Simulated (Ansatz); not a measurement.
**Os under changes of volume**

One of the cells (13.982 Å³/atom); the others are scaled copies at fixed shape and fractional positions:

```
CELL_PARAMETERS angstrom
2.73410 0.00000 0.00000
-1.36705 2.36780 0.00000
0.00000 0.00000 4.31970
ATOMIC_POSITIONS crystal
Os 0.66667 0.33333 0.75000
Os 0.33333 0.66667 0.25000
```

| Item | Value |
| --- | --- |
| Program | Ansatz 0.2.0 |
| Functional | revPBE |
| Dispersion | D3(BJ) |
| Potentials or basis | Ansatz PAW |
| Cutoff | 420 eV (not typed: the program's choice for these potentials) |
| k mesh | 11 × 11 × 6 |
| Occupations | fermi-dirac, width 0.05 eV |
| Spin | no spin polarisation |

| volume (Å³/atom) | energy over the lowest point (meV/atom) | pressure (GPa) |
| --- | --- | --- |
| 13.143 | 60.37 | 27.3 |
| 13.423 | 22.61 | 16.2 |
| 13.703 | 3.15 | 6.4 |
| 13.982 | 0.00 | -2.5 |
| 14.262 | 11.37 | -10.3 |
| 14.542 | 35.65 | -17.3 |
| 14.821 | ? | ? |

Problem. What does the run at 14.821 Å³/atom give?

Solution. Energy over the lowest point 71.42 meV/atom; pressure -23.5 GPa.

Worked out: A Birch-Murnaghan fit of order 3 (a polynomial in V^(-2/3)) to the other rows has its minimum at 13.90 Å³/atom with B0 = V·E''(V) = 427 GPa and B' = 4.7 at fixed shape and positions, which overstates the stiffness. It gives 71.34 meV/atom at 14.821 Å³/atom, against the run's 71.42, and -dE/dV = -23.5 GPa, against -23.5.

Energies are extrapolated to zero smearing.

Caveats: pairwise dispersion overbinds metals, which lowers pressure and volume; the PAW data sets come from PBE, with cores solved anew for the run's functional, which leaves a small shift of forces and pressure.
